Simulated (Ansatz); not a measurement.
**Yb: pressure up to the limit of the methods**

The task here is to estimate one member of a computed series from the others.

Method: DFT PBE, with the methods named in each step, in Ansatz 0.2.0.

3 further runs of the same task are left out: 2 that didn't finish, 1 set aside as unsound or not needed.

## The system as given

Symmetry: P6_3/mmc, No. 194, hexagonal system. Conventional cell: a = 3.689 Å, b = 3.689 Å, c = 12.085 Å, α = 90.00°, β = 90.00°, γ = 120.00°. Around Yb (site symmetry -3m) lie 12 Yb at 3.69 to 3.70 Å. Yb (site symmetry -6m2) has 12 Yb at 3.69 to 3.70 Å as nearest neighbours.

Coordinates:

```
CELL_PARAMETERS angstrom
3.68937 0.00000 0.00000
-1.84469 3.19509 0.00000
0.00000 0.00000 12.08450
ATOMIC_POSITIONS crystal
Yb 0.00000 0.00000 0.00000
Yb 0.00000 0.00000 0.50000
Yb 0.33333 0.66667 0.25000
Yb 0.66667 0.33333 0.75000
```

Whether this phase is the stable one at these pressures isn't tested.

Atoms are numbered in the order of the input: Yb1, Yb2, Yb3, Yb4.

The first run:

input.yaml reads:

```yaml
crystal:
  lattice:
    - [3.6893719367, 0.0, 0.0]
    - [-1.8446859683, 3.1950898212, 0.0]
    - [0.0, 0.0, 12.0845039284]
  atoms:
    - { symbol: Yb, position: [0.0, 0.0, 0.0] }
    - { symbol: Yb, position: [0.0, 0.0, 0.5] }
    - { symbol: Yb, position: [0.3333333333, 0.6666666667, 0.25] }
    - { symbol: Yb, position: [0.6666666667, 0.3333333333, 0.75] }
kpoints:
  mp_grid: { grid: [11, 11, 3] }
  band_path:
    path:
      - [0.0, 0.0, 0.0]
      - [0.5, 0.0, 0.0]
      - [0.3333333333, 0.3333333333, 0.0]
      - [0.0, 0.0, 0.0]
      - [0.0, 0.0, 0.5]
      - [0.5, 0.0, 0.5]
      - [0.3333333333, 0.3333333333, 0.5]
      - [0.0, 0.0, 0.5]
      - [0.5, 0.0, 0.5]
    npoints: 14
scf:
  occupations: { method: fermi_dirac, width: 0.08 }
hamiltonian:
  xc: pbe
  pseudopotentials: { kind: all_electron, lapw: { basis_error: 0.001 } }
output:
  forces: true
  stress: true
  eigenvalues: true
  populations: true
  dos: { projected: true, de: 0.2, e_range: [-14, 8] }
```

The run is started by

```console
$ ansatz run input.yaml --threads 2 --pin off --max-ram 6144MiB --backend cpu --events-out ev --progress --plain --runs-dir out
```

Among the steps run: The reference volume, LAPW; Volume scaled by 1, crystal datasets; Volume scaled by 0.9, LAPW; Volume scaled by 0.8, LAPW; Volume scaled by 0.6, LAPW; Volume scaled by 0.4, LAPW; Volume scaled by 0.4, crystal datasets.

One of the session's tables, all rows but one given; the rest of the session is left out.

 The rows PAW, 0.4 and PAW (core large), 0.4 agree to the last digit and may rest on the same set-up.

```
          method  volume over the first  volume (Å³/atom)  pressure (GPa)
            LAPW                      1            35.613            0.01
            LAPW                    0.9                 ?               ?
            LAPW                    0.8            28.490            6.14
            LAPW                    0.6            21.368           23.27
            LAPW                    0.4            14.245           89.87
             PAW                      1            35.613            0.00
             PAW                    0.9            32.051            2.34
             PAW                    0.8            28.490            6.13
             PAW                    0.6            21.368           23.26
             PAW                    0.4            14.245           89.82
PAW (core large)                    0.4            14.245           89.82
crystal datasets                      1            35.613            0.01
crystal datasets                    0.4            14.245           89.88
```

**Question.** Estimate the row for LAPW, 0.9.

**Answer.** volume (Å³/atom): 32.051; pressure (GPa): 2.35.

To keep in mind: Rows by PAW come from runs of the same series that aren't printed here. Warnings in the runs' records: crystal datasets made, datasets by core.
